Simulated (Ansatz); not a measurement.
# PbO: the band gap up the ladder of functionals

An exercise on one series of results from a longer session: the logs are not shown, and one member is left open.

Program: Ansatz 0.2.0. PAW datasets, plane waves. (Simulation; spin polarisation is off.)

## The system as given

The cell was relaxed beforehand with r2SCAN+rVV10.

The symmetry is Pbcm (No. 57, orthorhombic); conventional cell a = 5.930 Å, b = 5.507 Å, c = 4.707 Å, 19.21 Å³ an atom. Pb has 4 O at 2.23–2.46 Å; O has 4 Pb at 2.23–2.46 Å.

The structure in full:

```cif
data_structure
_symmetry_space_group_name_H-M 'P 1'
_symmetry_Int_Tables_number 1
_cell_length_a 5.5069
_cell_length_b 5.9305
_cell_length_c 4.7066
_cell_angle_alpha 90.000
_cell_angle_beta 90.000
_cell_angle_gamma 90.000
_cell_volume 153.71
loop_
_atom_site_label
_atom_site_type_symbol
_atom_site_fract_x
_atom_site_fract_y
_atom_site_fract_z
_atom_site_occupancy
Pb1 Pb 0.48911 0.27022 0.80977 1
Pb2 Pb 0.98911 0.72978 0.80977 1
Pb3 Pb 0.51089 0.72978 0.30977 1
Pb4 Pb 0.01089 0.27022 0.30977 1
O1 O 0.09282 0.36703 0.80977 1
O2 O 0.59282 0.63297 0.80977 1
O3 O 0.40718 0.36703 0.30977 1
O4 O 0.90718 0.63297 0.30977 1
```

The first run:

input.yaml reads:

```yaml
crystal:
  lattice:
    - [5.5069411862, 0.0, 0.0]
    - [0.0, 5.9304934304, 0.0]
    - [0.0, 0.0, 4.7066352782]
  atoms:
    - { symbol: Pb, position: [0.4891065247, 0.2702165387, 0.809767] }
    - { symbol: Pb, position: [0.9891065247, 0.7297834613, 0.809767] }
    - { symbol: Pb, position: [0.5108934753, 0.7297834613, 0.309767] }
    - { symbol: Pb, position: [0.0108934753, 0.2702165387, 0.309767] }
    - { symbol: O, position: [0.0928249321, 0.3670291227, 0.809767] }
    - { symbol: O, position: [0.5928249321, 0.6329708773, 0.809767] }
    - { symbol: O, position: [0.4071750679, 0.3670291227, 0.309767] }
    - { symbol: O, position: [0.9071750679, 0.6329708773, 0.309767] }
kpoints:
  mp_grid: { grid: [6, 4, 6] }
  band_path:
    path:
      - [[0.0, 0.0, 0.0], [2.036431172869e-33, -0.5, 4.596296874831e-19], [0.5, -0.5, 4.596296874831e-19], [0.5, -7.34559462625e-50, 4.949345397061e-34], [0.0, 0.0, 0.0], [4.857493153889e-51, -2.455441655384e-35, 0.5], [2.036431172869e-33, -0.5, 0.5], [0.5, -0.5, 0.5], [0.5, 3.674983758575e-35, 0.5], [4.857493153889e-51, -2.455441655384e-35, 0.5]]
      - [[2.036431172869e-33, -0.5, 4.596296874831e-19], [2.036431172869e-33, -0.5, 0.5]]
      - [[0.5, -7.34559462625e-50, 4.949345397061e-34], [0.5, 3.674983758575e-35, 0.5]]
      - [[0.5, -0.5, 4.596296874831e-19], [0.5, -0.5, 0.5]]
    npoints: 10
hamiltonian:
  xc: pbe
scf:
  occupations: { method: fermi_dirac, width: 0.02 }
  n_extra_bands: 6
output:
  forces: true
  stress: true
  eigenvalues: true
```

Launch:

```
> ansatz run input.yaml --threads 4 --pin off --max-ram 6451MiB --backend cpu --events-out ev --progress --plain --runs-dir out
```

Among the steps run: PBE bands along the symmetry lines; Single point with r2SCAN; Single point with HSE06; Single point with PBE+SOC; PBE0 at the same geometry.

One of the session's tables, all rows but one given; the rest of the session is left out.

| level | gap (eV) |
| --- | --- |
| PBE | 2.12 |
| r2SCAN | 2.46 |
| HSE06 | 2.95 |
| PBE+SOC | ? |
| PBE0 | 3.61 |

Q: Estimate the row for PBE+SOC from the others.

The run gave: gap (eV): 1.99. In the column «gap (eV)» it is the lowest.

Meshes: PBE 6×4×6, r2SCAN 6×4×6, HSE06 4×4×4, PBE+SOC 6×4×6, PBE0 4×4×4

Against HSE06, PBE is short by 0.83 eV, at 72 % of it, and r2SCAN 83 %. PBE0 lies 0.66 eV above HSE06, which differs from it by screening the long-range exchange.

To keep in mind: Warnings in the runs' records: stress scf threshold loose, stress exchange threshold loose.
